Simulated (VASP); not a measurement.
Here is a VASP 6.6.1 calculation.

Contents of INCAR:

```
SYSTEM = AgI
PREC = Accurate ; ENCUT = 520
EDIFF = 1E-6 ; ISMEAR = 0
SIGMA = 0.01 ; LREAL = .FALSE.
LASPH = .TRUE. ; NELM = 100
ALGO = Normal ; ISIF = 2
LWAVE = .FALSE. ; LCHARG = .FALSE.
GGA = PS ; NBANDS = 26
```

The input KPOINTS:

```
Automatic mesh
0
G
  6 6 2
  0 0 0
```

Contents of POSCAR:

```
AgI
1.0
    4.6508717364      0.0000000000      0.0000000000
   -2.3254358682      4.0277730735      0.0000000000
    0.0000000000      0.0000000000      7.5992966317
Ag I
2 2
Direct
    0.3333333333      0.6666666667      0.0000048555
    0.6666666667      0.3333333333      0.5000048555
    0.3333333333      0.6666666667      0.3749951445
    0.6666666667      0.3333333333      0.8749951445
```

Potentials or basis: VASP PAW PBE potentials, release 64 (Ag, I).

The run is started by

```console
$ cat potpaw_PBE.64/Ag/POTCAR potpaw_PBE.64/I/POTCAR > POTCAR
$ mpirun -np 1 vasp_std > vasp.out
```

**Question.** What does it give for the largest force?

**Answer.** 0.006 eV/Å.

**Question.** Estimate the band gap on the k mesh.

**Answer.** 1.24 eV, direct.

**Question.** Predict the pressure.

**Answer.** -1.8 GPa.

Forces on the atoms (eV/Å):
```
Ag   0.000  0.000 -0.006
Ag   0.000  0.000 -0.006
I    0.000  0.000  0.006
I    0.000  0.000  0.006
```

Caveat: the PAW data sets were made with another functional, which shifts forces and pressure a little; spin-orbit coupling is left out, which moves the levels of the heavy elements. As with any semilocal functional, this PBEsol gap is likely too small.
